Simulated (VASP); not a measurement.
A run of VASP 6.6.1 is set up as follows.

The input INCAR:

```
PREC = Accurate
ENCUT = 450
EDIFF = 1E-6
ISMEAR = 1
SIGMA = 0.1
LREAL = False
LASPH = True
NELM = 120
ALGO = Normal
ISIF = 2
LWAVE = False
LCHARG = False
GGA = CA
KPAR = 4
```

Contents of KPOINTS:

```
Automatic mesh
0
Gamma
  11 11 8
```

POSCAR

```
Te                                      
1.0
    4.3139246386      0.0000000000      0.0000000000
   -2.1569623193      3.7359683271      0.0000000000
    0.0000000000     -0.0000000000      5.9692437612
  Te            
     3
Direct
     0.2850848425126269    0.0000000000000000    0.3333333332999970
     0.0000000000000004    0.2850848425126277    0.6666666667000030
     0.7149151574873724    0.7149151574873722    0.0000000000000000
```

Potentials or basis: VASP PAW LDA potentials, release 64 (Te).

Run with:

```console
$ cat potpaw_LDA.64/Te/POTCAR > POTCAR
$ mpirun -np 4 vasp_std > vasp.out
```

Task: What does it give for the band gap on the k mesh?

Result: 0.29 eV, indirect (least direct gap 0.37 eV).

Task: Estimate the pressure.

Result: -1.1 GPa.

Forces on the atoms (eV/Å):
```
Te  -0.036  0.000  0.000
Te   0.018 -0.031  0.000
Te   0.018  0.031  0.000
```

Caveat: spin-orbit coupling is left out, which moves the levels of the heavy elements; an odd mesh through Γ misses points on the zone boundary, where band edges often lie.
